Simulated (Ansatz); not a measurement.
Base system: GeO₂ (space group P3_121, No. 152; a = 4.989 Å, c = 5.675 Å).

Calculations: r2SCAN (Ansatz, an electronic-structure program, PAW, no spin-orbit coupling).

For the base:

| Quantity | Result |
|---|---|
| Electron mass | 0.39 mₑ along c, 0.43 mₑ across (at Γ) |
| Volume per atom | 13.59 Å³ |
| c/a ratio | 1.138 |

Now apply this change: a hydrostatic pressure of 9 GPa.

### Question
Predict the new electron mass, volume per atom and c/a ratio.

### Answer
The electron mass becomes 0.35 mₑ along c, 0.39 mₑ across (at Γ) (base: 0.39 mₑ along c, 0.43 mₑ across (at Γ)); the volume per atom drops by 2.07 Å³, from 13.59 Å³ to 11.52 Å³; the c/a ratio rises by 0.0495 (1.138 → 1.187).

The levels and masses belong to the bands next to the band gap. Load acts through the strain it causes; cell and atoms are relaxed under it. Masses are band curvatures over ±0.01 Å⁻¹ around the edge. Whether these cells are dynamically stable was not tested. Competing high-pressure phases were not computed.
